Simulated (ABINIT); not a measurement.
Cl:

```
Cl
1.0
     3.14500   -2.25000    0.00000
     3.14500    2.25000    0.00000
     0.00000    0.00000    8.21000
Cl
4
Cartesian
  3.1450 0.5850 3.2840
  3.1450 1.6650 7.3890
  3.1450 -0.5850 4.9260
  3.1450 -1.6650 0.8210
```

Base run:

* Program: ABINIT 10.8.3 (patched build)
* Functional: PBEsol
* Potentials or basis: PseudoDojo NC SR PBEsol v0.4.1 standard
* Cutoff: 680 eV
* k mesh: 5 × 5 × 3
* Occupations: fermi-dirac, width 0.05 eV
* Spin: no spin polarisation

Its results: band gap on the k mesh 2.41 eV, indirect (least direct gap 2.46 eV); pressure -1.0 GPa; largest force 0.189 eV/Å.

**Question.** The run is repeated on the same cell with these changes: functional from PBEsol to PBE; potentials or basis from PseudoDojo NC SR PBEsol v0.4.1 standard to PseudoDojo NC SR PBE v0.4.1 standard; cutoff from 680 eV to 599 eV. What comes out?

**Answer.** Band gap on the k mesh 2.47 eV, indirect (least direct gap 2.52 eV); pressure 0.2 GPa; largest force 0.096 eV/Å.

Caveats: an odd mesh through Γ misses points on the zone boundary, where band edges often lie; the cutoff is short for stress, so the pressure is rough (some runs).
